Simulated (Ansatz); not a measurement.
# InSb: stress in a strained cell

InSb is deformed so: equal xx and yy strain of -1 %. What stress and forces result, by LAPW, PAW and all-electron datasets made for the crystal?

Program: Ansatz 0.2.0. Level of theory: DFT PBEsol, scalar-relativistic. These are calculated values, not measurements.

### Step 1. The system as given

Symmetry: F-43m, No. 216, cubic system. Conventional cell: a = 6.478 Å, b = 6.478 Å, c = 6.478 Å, α = 90.00°, β = 90.00°, γ = 90.00°. Around In (site symmetry -43m) lie 4 Sb at 2.81 Å. Around Sb (site symmetry -43m) lie 4 In at 2.81 Å.

As a file:

```xyz
2
Lattice="0.0000 3.2391 3.2391 3.2391 0.0000 3.2391 3.2391 3.2391 0.0000" Properties=species:S:1:pos:R:3 pbc="T T T"
In    0.0000    0.0000    0.0000
Sb    4.8586    4.8586    4.8586
```

Atoms are numbered in the order of the input: In1, Sb2.

### Step 2. The deformed structure

Space group F-43m before, I-4m2 after.

### Step 3. Full-potential LAPW

File input.yaml:

```yaml
crystal:
  lattice:
    - [0.0, 3.206709, 3.2391]
    - [3.206709, 0.0, 3.2391]
    - [3.206709, 3.206709, 0.0]
  atoms:
    - { symbol: In, position: [0.0, 0.0, 0.0] }
    - { symbol: Sb, position: [0.75, 0.75, 0.75] }
kpoints:
  mp_grid: { grid: [9, 9, 9] }
  band_path:
    path:
      - [0.0, 0.0, 0.0]
      - [0.5, 0.0, 0.5]
      - [0.75, 0.25, 0.5]
      - [0.5, 0.5, 0.5]
      - [0.0, 0.0, 0.0]
      - [0.5, 0.5, 0.0]
      - [0.6274875, 0.6274875, 0.254975]
      - [0.3725125, 0.3725125, 0.745025]
      - [0.0, 0.0, 0.0]
    npoints: 5
scf:
  occupations: { method: fermi_dirac, width: 0.05 }
hamiltonian:
  xc: pbesol
  pseudopotentials: { kind: all_electron, lapw: { basis_error: 0.00025 } }
output:
  forces: true
  stress: true
  eigenvalues: true
```

The run is started by

```bash
$ ansatz run input.yaml --threads 1 --pin off --max-ram 3072MiB --backend cpu --events-out ev --progress --plain --runs-dir out
```

### Step 4. PAW with frozen cores

File input.yaml:

```yaml
crystal:
  lattice:
    - [0.0, 3.206709, 3.2391]
    - [3.206709, 0.0, 3.2391]
    - [3.206709, 3.206709, 0.0]
  atoms:
    - { symbol: In, position: [0.0, 0.0, 0.0] }
    - { symbol: Sb, position: [0.75, 0.75, 0.75] }
kpoints:
  mp_grid: { grid: [9, 9, 9] }
scf:
  occupations: { method: fermi_dirac, width: 0.05 }
hamiltonian:
  xc: pbesol
  pseudopotentials: { kind: paw }
output:
  forces: true
  stress: true
  eigenvalues: true
  efg: { contact_densities: true }
```

### Step 5. Datasets made for this crystal

input.yaml, as its differences from that of step 4:

```diff
@@ -14,3 +14,3 @@
   xc: pbesol
-  pseudopotentials: { kind: paw }
+  pseudopotentials: { kind: all_electron, datasets: crystal }
 output:
```

(Steps that only read results are left out.)

Before running it: what results should come out? Wanted: pressure; largest shear or deviatoric stress.

**Answer**, as computed:

| quantity | value |
| --- | --- |
| pressure | LAPW 1.84, PAW 1.84, crystal datasets 1.84 GPa |
| largest shear or deviatoric stress (LAPW) | 0.18 GPa |

What this shows: The largest part of the stress beyond the pressure is 0.18 GPa in size, in the zz component; the atoms are carried along and not relaxed. No run of the undeformed cell stands beside it, so the pressure holds what the given cell had before the change. PAW: stress within 0.01 GPa of LAPW. Crystal datasets: stress within 0.01 GPa of LAPW. Spin-orbit coupling is left out, though the cell holds Sb; in elements this heavy it can shift bands and gaps by tenths of an eV.
